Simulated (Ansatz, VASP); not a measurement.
One calculation of ZnS (Wurtzite-2H), two programs

The input INCAR:

```
SYSTEM = ZnS
  PREC = Accurate
  ENCUT = 520
  EDIFF = 1E-6
  ISMEAR = 0
  SIGMA = 0.020999999999999998
  LREAL = .FALSE.
  LASPH = .TRUE.
  NELM = 80
  ALGO = Fast
  ISIF = 2
  LWAVE = .FALSE.
  LCHARG = .TRUE.
  GGA = PE
  LELF = .TRUE.
  LVHAR = .TRUE.
```

The input KPOINTS:

```
regular mesh
0
G
  8 8 5
  0 0 0
```

POSCAR

```
ZnS
1.0
    3.8110000000      0.0000000000      0.0000000000
   -1.9055000000      3.3004228138      0.0000000000
    0.0000000000      0.0000000000      6.2340000000
Zn S
2 2
Direct
    0.6666666667      0.3333333333      0.5000000000
    0.3333333333      0.6666666667      0.0000000000
    0.6666666667      0.3333333333      0.8850000000
    0.3333333333      0.6666666667      0.3850000000
```

The input input.yaml:

```yaml
crystal:
  lattice:
    - [3.811, 0.0, 0.0]
    - [-1.9055, 3.3004228138, 0.0]
    - [0.0, 0.0, 6.234]
  atoms:
    - { symbol: Zn, position: [0.6666666667, 0.3333333333, 0.5] }
    - { symbol: Zn, position: [0.3333333333, 0.6666666667, 0.0] }
    - { symbol: S, position: [0.6666666667, 0.3333333333, 0.885] }
    - { symbol: S, position: [0.3333333333, 0.6666666667, 0.385] }
hamiltonian:
  xc: pbe
  pseudopotentials: { kind: paw }
kpoints:
  mp_grid: { grid: [8, 8, 5] }
scf:
  occupations: { method: gaussian, width: 0.021 }
output:
  forces: true
  stress: true
  eigenvalues: true
```

Alike in both runs: task single point; functional PBE; k mesh 8 × 8 × 5; occupations gaussian, width 0.021 eV; no spin polarisation.

|  | VASP | Ansatz |
| --- | --- | --- |
| version | VASP 6.6.1 | Ansatz 0.2.0 |
| potentials or method | VASP PAW PBE potentials, release 64 (Zn, S) | Ansatz PAW |
| plane-wave cutoff (eV) | 520 | 420 |
| valence electrons in the cell | 36 | 36 |

```tsv
	VASP	Ansatz	Ansatz less VASP
gap on the k mesh at the Fermi level (eV)	2.25	2.25	-0.006
least direct gap on the mesh (eV)	2.25	2.25	-0.006
pressure (GPa)	2.2	2.3	+0.09
largest component of the traceless stress (GPa)	1.38	1.35	-0.027
rms of the force components (eV/Å)	0.186	0.184	-0.0020
```

Atom by atom the forces differ by 0.002 eV/Å (rms over components). With one functional, cell and mesh, what is left measures potentials, basis and numerics.

Caveats: odd divisions of the mesh miss points on the zone boundary, where band edges often lie, so the gap on the mesh can be too wide (Ansatz). A hybrid or GW would open this gap; PBE tends to underestimate it.
